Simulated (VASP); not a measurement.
Here is a VASP 6.6.1 calculation.

File INCAR:

```
SYSTEM = CsSnBr3
PREC     = Accurate       ! precision mode
ENCUT    = 520            ! plane-wave cutoff, eV
EDIFF    = 1E-7           ! SCF threshold, eV
ISMEAR   = 0              ! smearing method
SIGMA    = 0.01           ! smearing width, eV
LREAL    = .FALSE.        ! projectors in reciprocal space
LASPH    = .TRUE.         ! aspherical terms in the spheres
NELM     = 150            ! most SCF steps
ALGO     = Fast           ! electronic algorithm
ISIF     = 2              ! what is computed and relaxed
LWAVE    = .FALSE.        ! write WAVECAR
LCHARG   = .FALSE.        ! write CHGCAR
MAGMOM   = 0 0 0 0 0 0 0 0 0 0 0 0 0 0 0 ! initial moments
LORBIT   = 11             ! projections on sites
LSORBIT  = .TRUE.         ! spin-orbit coupling
GGA_COMPAT= .FALSE.      
LORBMOM  = .TRUE.       
GGA      = PE             ! functional
NBANDS   = 59             ! bands
```

File KPOINTS:

```
Automatic mesh
0
G
  6 6 6
  0 0 0
```

File POSCAR:

```
CsSnBr3
1.0
    5.7643822994      0.0000000000      0.0000000000
    0.0000000000      5.7643822994      0.0000000000
    0.0000000000      0.0000000000      5.7643822994
Cs Sn Br
1 1 3
Direct
    0.5000000000      0.5000000000      0.5000000000
    0.0000000000      0.0000000000      0.0000000000
    0.5000000000      0.0000000000      0.0000000000
    0.0000000000      0.5000000000      0.0000000000
    0.0000000000      0.0000000000      0.5000000000
```

Potentials or basis: VASP PAW PBE potentials, release 64 (Cs_sv, Sn_d, Br).

The run is started by

```console
$ cat potpaw_PBE.64/Cs_sv/POTCAR potpaw_PBE.64/Sn_d/POTCAR potpaw_PBE.64/Br/POTCAR > POTCAR
$ mpirun -np 1 vasp_ncl > vasp.out
```

Estimate the net moment.

0.00 μB per cell.

Estimate the pressure.

1.5 GPa.

Moments on the atoms (μB; x, y, z):
```
Cs  0.00 0.00 0.00
Sn  0.00 0.00 0.00
Br  0.00 0.00 0.00
Br  0.00 0.00 0.00
Br  0.00 0.00 0.00
```
